Why should the pressure in a block of molybdenum depend on how sharply a calculation separates filled electron levels from empty ones? The atoms and the volume are the same in every row. Only the smearing width changes, the energy range around the Fermi energy over which occupations fall from full to empty. A wider range makes the pressure less negative, because it moves a small fraction of an electron per atom between levels that respond differently to a change of volume. The negative sign is a separate matter: the fixed cell is slightly larger than this calculation would choose.

GPAW 26.7.0 plane-wave calculations with the PBE functional and PAW data sets (gpaw-data 1.2.1) for body-centred cubic Mo in a fixed one-atom cell of 15.89 Å³, without spin polarisation or spin–orbit coupling. All rows use a 600 eV cutoff, a 12×12×12 k-point mesh and Gaussian smearing; pressure is positive in compression.

```csv
smearing width,pressure (GPa)
0.011 eV,-2.310
0.013 eV,-2.310
0.014 eV,-2.310
0.016 eV,-2.300
0.018 eV,-2.300
0.019 eV,-2.300
0.021 eV,-2.290
0.022 eV,-2.290
0.024 eV,-2.290
0.026 eV,-2.280
0.027 eV,-2.280
0.1 eV,-2.230
```

The flat steps in the pressure column come from printing it to 0.01 GPa. With more digits the pressure rises in every step, but at an uneven rate. The slope is about 0.9 GPa per eV at the start, reaches 2.1 near a width of 0.019 eV and has fallen to 1.6 at 0.027 eV. This slow start, steep middle and fading end is what has to be explained.

At 0.011 eV, the narrowest width, the entropy term of the energy shows what lies at the Fermi energy. The mesh has 12×12×12 = 1728 points, so one level at one point holds 2/1728 of an electron. With Gaussian smearing of width σ, a half-filled level contributes that capacity times σ/(2√π) to the size of the entropy term. The computed term equals that of about 12 half-filled levels, a natural number for a set of equivalent levels in a cubic crystal. The Fermi energy hardly moves in the first few rows, as it should if such a half-filled group holds it in place.

From row to row, however, the entropy term grows faster than the width, and the Fermi energy climbs, slowly at first and then more clearly from about 0.016 eV. Both changes fit a second group of 24 levels lying about 24 meV below the first. At the narrowest width this lower group is practically full. As the smearing reaches it, it loses a little charge, the upper group takes up that charge, and the Fermi energy rises to keep the number of electrons fixed. The two groups are inferred from the entropy and the Fermi energy, not read from a list of levels.

The step from occupations to pressure is short. Pressure is minus the change of energy with volume, so a small charge added to a level changes the pressure, per electron, by minus the volume slope of that level. Moving a charge Δn from the lower to the upper group therefore changes the pressure by Δn times the difference between the values for the two groups. Since the pressure rises, the upper levels must move down in energy relative to the lower ones when the cell expands.

The row at 0.022 eV shows the size of the effect. The Fermi energy has risen by 3.1 meV, or 0.14 of the width, which lifts the filling of the upper group above one half by about 0.14/√π = 0.08. That group can hold 12×2/1728 = 0.014 electrons, so it has gained about 0.0011 electrons. At 17 GPa per electron the pressure should rise by 0.019 GPa, and the calculation gives the same rise from the first row.

The 17 GPa per electron is the slope of a straight line fitted to the eleven rows up to 0.027 eV, so the worked row helped to set it. What the fit does show is that the pressure follows the transferred charge closely through the whole bend of the curve. The group sizes have separate support. With 24 lower levels, their distance from the upper group comes out steady to 2% between 0.018 and 0.027 eV, whereas with 12 it drifts by 39%. The charge lost below and gained above then agrees to about 4% in these eleven rows. The full analysis is printed after this text.

The uneven slope now has a plain reason. While the width is much smaller than the distance to the lower group, hardly any charge can leave that group, and the pressure is nearly flat. The transfer grows fastest when the width becomes comparable with that distance. By 0.027 eV the higher Fermi energy is helping to keep the lower group filled, and the rise slows.

The total energy gives little warning of all this. Moving about 0.0016 electrons across a gap of 24 meV costs only a few hundredths of a meV. The same transfer shows in the pressure because the two groups, though close in energy, differ in their response to volume by an amount of order 1 eV per unit of ln V, where V is the cell volume. Over the whole table the energy extrapolated to zero width moves by only 0.14 meV. That extrapolation corrects the energy and leaves the printed pressure as it is.

The last row, at 0.1 eV, lies beyond the reach of the two-group picture. The fitted line predicts −2.28 GPa there, while the calculation gives −2.23 GPa. The charge balance shows why: the lower group would lose about 0.0075 electrons, but the upper one would gain only 0.0015. The rest must go to other levels that the wide smearing has brought into play. The average slope over this last interval is only 0.7 GPa per eV, perhaps because the volume responses of these many levels partly cancel, but that is a guess.

On an endlessly fine mesh, molybdenum would have a continuous spread of levels and would behave differently. As long as the width stays small, its pressure shift would grow as the square of the width, and a rough scaling estimate for a d band puts it at the order of 0.01 GPa at 0.1 eV. A square law fitted to the same eleven narrow rows overshoots the last row by 0.4 GPa, several times the whole rise in the table. The trend is therefore most likely a product of the finite mesh and should not be read as thermal expansion.

The same series on a denser mesh should come closer to the continuous case. Each level would carry less charge and its neighbours would lie nearer, so the bends should become smaller and move to narrower widths. Until that is tried, neither end of this table can be called the better pressure. The full rise of 0.08 GPa is about 3% of the pressure in this stretched cell. Near the equilibrium volume, where the pressure passes through zero, a shift of similar size would be a much larger share. Where a stress must be known to better than about 0.1 GPa, the mesh and the width have to be tested together, because a steady energy does not guarantee a steady pressure.

Printed output of the fit:

```
Occupations and pressure:
       row  pressure GPa  slope from row above GPa/eV  equivalent half-filled levels  Fermi rise meV  lower group loses e/1000  upper group gains e/1000
  0.011 eV        -2.309                          n/a                          12.25               0                   0.03069                   0.03127
  0.013 eV        -2.307                       0.8625                          12.96            0.17                    0.1263                    0.1289
  0.014 eV        -2.306                        1.389                          13.35            0.33                    0.2049                    0.2092
  0.016 eV        -2.302                        1.783                          14.36             0.8                    0.4111                    0.4129
  0.018 eV        -2.298                        2.061                          15.31            1.45                     0.655                    0.6488
  0.019 eV        -2.296                        2.117                          15.96            1.83                     0.782                    0.7703
  0.021 eV        -2.292                        2.078                          16.77            2.68                     1.033                     1.011
  0.022 eV         -2.29                        1.997                          17.12            3.14                     1.155                     1.126
  0.024 eV        -2.286                        1.888                          17.87            4.12                     1.385                     1.346
  0.026 eV        -2.283                        1.728                          18.49            5.16                     1.597                     1.548
  0.027 eV        -2.281                        1.608                          18.72            5.69                     1.698                     1.639
    0.1 eV        -2.232                       0.6726                          49.95           19.72                     7.474                     1.529
Pressure rise from 0.011 to 0.1 eV width, GPa: 0.07701
Pressure rise from 0.011 to 0.027 eV width, GPa: 0.02791
Width ratio, last to first row: 9.091
Ratio of equivalent half-filled levels, last to first row: 4.077
Distance of lower group below upper group, meV: 23.77
Largest over smallest distance if lower group has 24 levels: 1.017
Largest over smallest distance if lower group has 12 levels: 1.391
Largest over smallest distance if lower group has 48 levels: 1.129
Rough smooth-band entropy pressure at 0.1 eV, GPa: 0.0137
Fall of zero-width energy from first to last row, meV: 0.14
Fall of free energy from first to last row, meV: 0.94
fit of p on 11 rows (w < 0.05): constant -2.309 +/- 2.1e-05, coefficient of joined 0.01735 +/- 2.1e-05; rms 3.48e-05, worst 0.019 eV -5.11e-05, leave-one-out rms 4.32e-05
  rows outside the fit (model, value, miss): 0.1 eV -2.283, -2.232, -0.051
fit of p on 11 rows (w < 0.05): constant -2.314 +/- 0.00073, coefficient of w**2 47.93 +/- 1.6; rms 0.000971, worst 0.027 eV 0.00164, leave-one-out rms 0.00125
  rows outside the fit (model, value, miss): 0.1 eV -1.835, -2.232, 0.397
Difference in level response, eV per unit of ln volume: 1.72
```
